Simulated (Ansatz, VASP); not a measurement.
## Al: VASP beside Ansatz

Contents of INCAR:

```
SYSTEM = Al
ALGO = Normal
EDIFF = 1E-7
ENCUT = 520
GGA = PS
ISIF = 2
ISMEAR = -1
LASPH = .TRUE.
LCHARG = .FALSE.
LREAL = .FALSE.
LWAVE = .FALSE.
NBANDS = 14
NELM = 80
PREC = Accurate
SIGMA = 0.05
```

File KPOINTS:

```
k-points
0
G
  11 11 3
  0 0 0
```

Contents of POSCAR:

```
Al
1.0
    2.8081027812      0.0000000000      0.0000000000
   -1.4040513906      2.4318883449      0.0000000000
    0.0000000000      0.0000000000      9.1243402522
Al
4
Direct
    0.6666666667      0.3333333333      0.7500000000
    0.0000000000      0.0000000000      0.5000000000
    0.3333333333      0.6666666667      0.2500000000
    0.0000000000      0.0000000000      0.0000000000
```

The input input.yaml:

```yaml
crystal:
  lattice:
    - [2.8081027812, 0.0, 0.0]
    - [-1.4040513906, 2.4318883449, 0.0]
    - [0.0, 0.0, 9.1243402522]
  atoms:
    - { symbol: Al, position: [0.6666666667, 0.3333333333, 0.75] }
    - { symbol: Al, position: [0.0, 0.0, 0.5] }
    - { symbol: Al, position: [0.3333333333, 0.6666666667, 0.25] }
    - { symbol: Al, position: [0.0, 0.0, 0.0] }
hamiltonian:
  xc: pbesol
  pseudopotentials: { kind: paw }
kpoints:
  mp_grid: { grid: [11, 11, 3] }
scf:
  occupations: { method: fermi_dirac, width: 0.05 }
output:
  forces: true
  stress: true
  eigenvalues: true
  write_density: true
  write_potential: true
  elf: true
  volumetric_format: npy
```

Change from the starting cell: volume scaled by 0.98.

Alike in both runs: task single point; functional PBEsol; k mesh 11 × 11 × 3; occupations fermi-dirac, width 0.05 eV; no spin polarisation.

|  | VASP | Ansatz |
| --- | --- | --- |
| version | VASP 6.6.1 | Ansatz 0.2.0 |
| potentials or method | VASP PAW PBE potentials, release 64 (Al) | Ansatz PAW |
| plane-wave cutoff (eV) | 520 | 420 |
| valence electrons in the cell | 12 | 12 |

```csv
,VASP,Ansatz,Ansatz less VASP
gap on the k mesh at the Fermi level (eV),none,none,-
pressure (GPa),3.9,3.8,-0.08
largest component of the traceless stress (GPa),1.38,1.38,-0.004
```

A gap of «none» marks a metal or a gap that the smearing closes.

Caveats: the PAW data sets were made with another functional, which shifts forces and pressure a little (VASP); the PAW data sets come from PBE, with cores solved anew for the run's functional, which leaves a small shift of forces and pressure (Ansatz).
